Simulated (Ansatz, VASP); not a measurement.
KBr in VASP and in Ansatz

The input INCAR:

```
SYSTEM = KBr
ALGO = Normal
EDIFF = 1E-7
ENCUT = 520
GGA = PE
ISIF = 2
ISMEAR = -1
LASPH = .TRUE.
LCHARG = .FALSE.
LREAL = .FALSE.
LWAVE = .FALSE.
NBANDS = 15
NELM = 100
PREC = Accurate
SIGMA = 0.05
```

Contents of KPOINTS:

```
k-points
0
G
  7 7 7
  0 0 0
```

Contents of POSCAR:

```
KBr
1.0
    3.9609554510      0.0000000000      0.0000000000
    0.0000000000      3.9609554510      0.0000000000
    0.0000000000      0.0000000000      3.9609554510
Br K
1 1
Direct
    0.5000000000      0.5000000000      0.5000000000
    0.0000000000      0.0000000000      0.0000000000
```

input.yaml

```yaml
crystal:
  lattice:
    - [3.960955451, 0.0, 0.0]
    - [0.0, 3.960955451, 0.0]
    - [0.0, 0.0, 3.960955451]
  atoms:
    - { symbol: Br, position: [0.5, 0.5, 0.5] }
    - { symbol: K, position: [0.0, 0.0, 0.0] }
hamiltonian:
  xc: pbe
  pseudopotentials: { kind: paw }
kpoints:
  mp_grid: { grid: [7, 7, 7] }
scf:
  occupations: { method: fermi_dirac, width: 0.05 }
output:
  forces: true
  stress: true
  eigenvalues: true
```

Change from the starting cell: volume scaled by 0.94.

Alike in both runs: task single point; functional PBE; k mesh 7 × 7 × 7; occupations fermi-dirac, width 0.05 eV; no spin polarisation.

```csv
,VASP,Ansatz
version,VASP 6.6.1,Ansatz 0.2.0
potentials or method,"VASP PAW PBE potentials, release 64 (Br, K_sv)",Ansatz PAW
plane-wave cutoff (eV),520,420
valence electrons in the cell,16,16
```

```tsv
	VASP	Ansatz	Ansatz less VASP
gap on the k mesh at the Fermi level (eV)	4.09	4.09	+0.001
least direct gap on the mesh (eV)	4.34	4.34	+0.001
pressure (GPa)	1.1	1.1	-0.04
```

Caveats: an odd mesh through Γ misses points on the zone boundary, where band edges often lie (VASP); odd divisions of the mesh miss points on the zone boundary, where band edges often lie, so the gap on the mesh can be too wide (Ansatz).
